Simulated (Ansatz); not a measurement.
Runs of Ansatz 0.2.0 on Sn. The structure is tetragonal, space group I4_1/amd (No. 141). The conventional cell has a = 5.880 Å, b = 5.880 Å, c = 3.199 Å, α = 90.00°, β = 90.00°, γ = 90.00°. Around Sn (site symmetry -4m2) lie 6 Sn at 3.05 to 3.20 Å. 

| task | level | cell | k mesh | cutoff (eV) | smearing | gap on the mesh (eV) | pressure (GPa) | relaxed volume (Å³/atom) |
| --- | --- | --- | --- | --- | --- | --- | --- | --- |
| relaxation of cell and atoms | revPBE+D3(BJ) | relaxed | 9 × 9 × 9 | - | fermi-dirac 0.05 eV | - | 0.0 | 26.80 |
| relaxation of cell and atoms | revPBE | relaxed | 9 × 9 × 9 | - | fermi-dirac 0.05 eV | - | 0.0 | 29.04 |
| band structure | revPBE | as given | 9 × 9 × 9 | 207 | fermi-dirac 0.05 eV | - | 2.5 | - |
| elastic constants | PBEsol | as given | 7 × 7 × 7 | 224 | fermi-dirac 0.05 eV | none | (b) | - |
| band structure | LDA | as given | 9 × 9 × 9 | 208 | fermi-dirac 0.05 eV | - | (a) | - |
| single point | PBE | as given | 9 × 9 × 9 | 208 | gaussian 0.025 eV | none | 1.4 | - |
| single point | PBE | as given | 9 × 9 × 9 | 208 | gaussian 0.02 eV | none | 1.4 | - |
| phonons | PBEsol | as given | 7 × 7 × 7 | 224 | fermi-dirac 0.05 eV | none | - | - |

Alike in all rows: potentials or basis all-electron LAPW, scalar-relativistic; no spin polarisation; basis error allowed 0.001 eV/atom.

Question: Estimate the missing entries.

Answer: (a) -2.8; (b) -1.6.

Caveats: spin-orbit coupling is left out, which moves the levels of the heavy elements (some runs); the k mesh is thin for a metal, which can move the energy by tens of meV per atom (some runs); a metal's response needs a denser mesh (some runs); elastic constants of metals need much finer meshes, so these are rough (some runs).

A k mesh can miss the band edges, and the runs leave out spin-orbit coupling on Sn.

A gap of «none» marks a metal or a gap under the smearing width.
